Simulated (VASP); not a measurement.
# Ti₃Al: molecular dynamics with a thermostat

Ti₃Al, P6_3/mmc (no. 194), 8 atoms in the cell. PBE, molecular dynamics; PAW potentials Ti, Al (PBE set).

Ensemble: Nose-Hoover; Target temperature (K): 1600.

## Input

INCAR:
```
SYSTEM = Ti3Al
ALGO = Fast
EDIFF = 1E-6
ENCUT = 240
GGA = PE
IBRION = 0
ISIF = 2
ISMEAR = -1
ISYM = 0
KPAR = 2
LASPH = .TRUE.
LCHARG = .FALSE.
LREAL = Auto
LWAVE = .FALSE.
MDALGO = 2
NELM = 60
NELMIN = 4
NSW = 60
POTIM = 2.0
PREC = Normal
RANDOM_SEED = 886491 0 0
SIGMA = 0.069
SMASS = 0
TEBEG = 1600
```

KPOINTS:
```
k-points
0
Gamma
  3 3 3
```

POSCAR:
```
Ti3Al
1.0
    5.7640000000      0.0000000000      0.0000000000
   -2.8820000000      4.9917704274      0.0000000000
    0.0000000000      0.0000000000      4.6640000000
Ti Al
6 2
Direct
    0.1667000000      0.3334000000      0.7500000000
    0.3334000000      0.1667000000      0.2500000000
    0.1667000000      0.8333000000      0.7500000000
    0.8333000000      0.6666000000      0.2500000000
    0.6666000000      0.8333000000      0.7500000000
    0.8333000000      0.1667000000      0.2500000000
    0.6666666667      0.3333333333      0.7500000000
    0.3333333333      0.6666666667      0.2500000000
```

Commands:
```
cat potpaw_PBE.64/Ti/POTCAR potpaw_PBE.64/Al/POTCAR > POTCAR
mpirun -np 2 vasp_std > vasp.out
```

## Result

- Mean temperature (K): 1649
- Standard error of the mean temperature (K): 325
- Relative fluctuation of the kinetic energy: 0.438
- Canonical value of that fluctuation: 0.309
- Rise of the mean potential energy above the start (meV/atom): 252.0
- Electronic steps per ionic step after the first: 5.0

Course of the run:

| Time (fs) | Temperature (K) | Potential energy less the first (meV/atom) |
|---|---|---|
| 2 | 1600 | 0.0 |
| 12 | 1350 | 29.6 |
| 20 | 945 | 84.5 |
| 30 | 618 | 147.9 |
| 38 | 799 | 166.8 |
| 48 | 1933 | 167.8 |
| 56 | 3195 | 207.8 |
| 66 | 2906 | 342.0 |
| 74 | 1756 | 435.0 |
| 84 | 1240 | 453.7 |
| 92 | 1399 | 419.0 |
| 102 | 1725 | 367.2 |
| 110 | 1843 | 334.6 |
| 120 | 1751 | 304.8 |

REPORT:
```
MDALGO =   2
               SCALING =       0
                 CNEXP =     9.000   14.000
           RANDOM_SEED =            886491                0                0

   original number of atomic DOF:         21
   number of independent constraints:      0
   number of active DOF:                  21

========================================
         MD step No.       1
========================================

  Atomic velocities initialized by STEP_tb

  >Energies
                    E_tot             E_pot             E_kin               EPS                ES
   e_b>   -0.54850253E+02   -0.56298258E+02    0.14480044E+01    0.00000000E+00    0.00000000E+00

  >Temperature
               T_sim     T_inst
   tmprt>   1600.000   1600.313

  >Thermostat:
           s(n+1) sdot(n+1)      s(n)   sdot(n)        Qs
   s_b>   0.00000   0.00001   0.00000   0.00000   0.27263

           RANDOM_SEED =            886491               48                0

[... steps left out ...]

========================================
         MD step No.      60
========================================

  >Energies
                    E_tot             E_pot             E_kin               EPS                ES
   e_b>   -0.54850770E+02   -0.53860094E+02    0.15840286E+01    0.65334845E-01   -0.26400401E+01

  >Temperature
               T_sim     T_inst
   tmprt>   1600.000   1750.645

  >Thermostat:
           s(n+1) sdot(n+1)      s(n)   sdot(n)        Qs
   s_b>  -0.88768   0.02463  -0.91179   0.02360   0.27263

           RANDOM_SEED =            886491               48                0
```

OSZICAR:
```
N       E                     dE             d eps       ncg     rms          rms(c)
DAV:   1     0.607597923545E+02    0.60760E+02   -0.60256E+03   560   0.693E+02
DAV:   2    -0.504816058377E+02   -0.11124E+03   -0.10785E+03   560   0.198E+02
DAV:   3    -0.639339893395E+02   -0.13452E+02   -0.12809E+02   840   0.588E+01
DAV:   4    -0.644708965250E+02   -0.53691E+00   -0.52006E+00   776   0.125E+01
DAV:   5    -0.644837655579E+02   -0.12869E-01   -0.12801E-01   768   0.162E+00    0.279E+01
RMM:   6    -0.561817918425E+02    0.83020E+01   -0.27245E+01   560   0.413E+01    0.563E+00
RMM:   7    -0.565032543269E+02   -0.32146E+00   -0.11112E+01   561   0.134E+01    0.209E+00
RMM:   8    -0.563358578824E+02    0.16740E+00   -0.13222E+00   562   0.891E+00    0.242E+00
RMM:   9    -0.563334091621E+02    0.24487E-02   -0.71190E-01   588   0.545E+00    0.217E+00
RMM:  10    -0.563027158849E+02    0.30693E-01   -0.22027E-01   581   0.347E+00    0.905E-01
RMM:  11    -0.562940836997E+02    0.86322E-02   -0.12592E-01   577   0.213E+00    0.420E-01
RMM:  12    -0.562980615456E+02   -0.39778E-02   -0.41857E-02   646   0.848E-01    0.284E-01
[... left out ...]
     59 T=  1786. E= -.54850878E+02 F= -.53818317E+02 E0= -.53730136E+02  EK= 0.16157E+01 SP= -.27E+01 SK= 0.58E-01
[... last step whole ...]
       N       E                     dE             d eps       ncg     rms          rms(c)
DAV:   1    -0.538600967706E+02   -0.41779E-01   -0.19822E-02  1100   0.119E+00    0.160E-02
RMM:   2    -0.538601127916E+02   -0.16021E-04   -0.33151E-04   560   0.139E-01    0.346E-02
RMM:   3    -0.538600931692E+02    0.19622E-04   -0.61113E-05   562   0.743E-02    0.628E-03
RMM:   4    -0.538600934062E+02   -0.23693E-06   -0.11777E-05   612   0.212E-02    0.555E-03
RMM:   5    -0.538600935325E+02   -0.12632E-06   -0.33851E-06   393   0.115E-02
     60 T=  1751. E= -.54850770E+02 F= -.53860094E+02 E0= -.53771824E+02  EK= 0.15840E+01 SP= -.26E+01 SK= 0.65E-01
```

Limits: 120 fs of 8 atoms are too short for converged averages; the cell is only 4.7 Å across, so each atom moves in step with near copies of itself.

VASP 6.6.1 took 242 s on 2 cores (AMD EPYC 7R13 (Zen 3)), a shared host.
